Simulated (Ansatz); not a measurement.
Runs of Ansatz 0.2.0 on FeO (Wuestite). The structure is trigonal, space group R-3m (No. 166). Conventional cell: a = 3.038 Å, b = 3.038 Å, c = 7.559 Å, α = 90.00°, β = 90.00°, γ = 120.00°. Fe (site symmetry -3m) is surrounded by 6 O at 2.16 Å. Around O (site symmetry -3m) lie 6 Fe at 2.16 Å. 

```csv
task,level,potentials or basis,U,cell,cutoff (eV),smearing,hubbard projectors,double counting,gap on the mesh (eV),pressure (GPa),moment (μB)
single point,PBE,Ansatz PAW,-,"atoms moved at random, drawn with an rms of 0.05 Å",420,fermi-dirac 0.05 eV,-,-,none,-0.5,4.00
relaxation of cell and atoms,PBE+D4,Ansatz PAW polarizable,-,relaxed,420,gaussian 0.02 eV,-,-,none,0.0,4.00
density of states,PBE+D3(BJ)+U,Ansatz PAW,Fe d U = 3 eV,as given,420,tetrahedron,ortho-atomic,fll (the default),0.73,6.0,4.00
density of states,r2SCAN+rVV10,Ansatz PAW,-,as given,500,gaussian 0.15 eV,-,-,none,-7.7,4.00
single point,PBE,Ansatz PAW,-,as given,420,fermi-dirac 0.05 eV,-,-,none,(a),4.00
```

Alike in all rows: spin collinear, ferromagnetic start; k mesh 11 × 11 × 11.

Problem. Fill in the values left out.

Solution. (a) -1.2.

Caveats: a cell with one magnetic atom can't hold antiferromagnetic order, which such compounds often take; semilocal functionals often make such compounds metallic where correlation or magnetic order opens a gap, which also shifts bond lengths (some runs); pairwise dispersion overbinds metals, which lowers pressure and volume (some runs); the magnetic or orbital state may not be the lowest (some runs); the plane-wave basis is chosen anew once the cell has moved, so the energies of steps on either side of that aren't comparable (some runs); odd divisions of the mesh miss points on the zone boundary, where band edges often lie, so the gap on the mesh can be too wide (some runs); with tetrahedron occupations forces and stress needn't match the slope of the energy (some runs).

A k mesh can miss the band edges.

A gap of «none» marks a metal or a gap under the smearing width.
